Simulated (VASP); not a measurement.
A run of VASP 6.6.1:

File INCAR:

```
SYSTEM = Al2Cu
PREC = Accurate
ENCUT = 520
EDIFF = 1E-6
ISMEAR = 0
SIGMA = 0.1
LREAL = .FALSE.
LASPH = .TRUE.
NELM = 100
ALGO = Fast
ISIF = 2
LWAVE = .FALSE.
LCHARG = .FALSE.
GGA = PE
NBANDS = 16
```

The input KPOINTS:

```
regular mesh
0
G
  4 4 6
  0 0 0
```

The input POSCAR:

```
Al2Cu
1.0
    4.1051820000      0.0000000000      0.0000000000
    0.0000000000      4.1051820000      0.0000000000
    0.0000000000      0.0000000000      2.8913130000
Al Cu
2 1
Direct
    0.5000000000      0.0000000000      0.5000000000
    0.0000000000      0.5000000000      0.5000000000
    0.0000000000      0.0000000000      0.0000000000
```

Potentials or basis: VASP PAW PBE potentials, release 64 (Al, Cu).

Command:

```sh
$ cat potpaw_PBE.64/Al/POTCAR potpaw_PBE.64/Cu/POTCAR > POTCAR
$ mpirun -np 1 vasp_std > vasp.out
```

Hardware: 1 thread of Intel(R) Xeon(R) Platinum 8375C CPU @ 2.90GHz (Ice Lake), with other jobs on the host.

**Question.** Estimate the wall time of this run.

**Answer.** Run time: 32 s on 1 thread of Intel(R) Xeon(R) Platinum 8375C CPU @ 2.90GHz (Ice Lake), on a shared host, peak memory 0.16 GiB. Counts: scf iterations 23, k points 24.
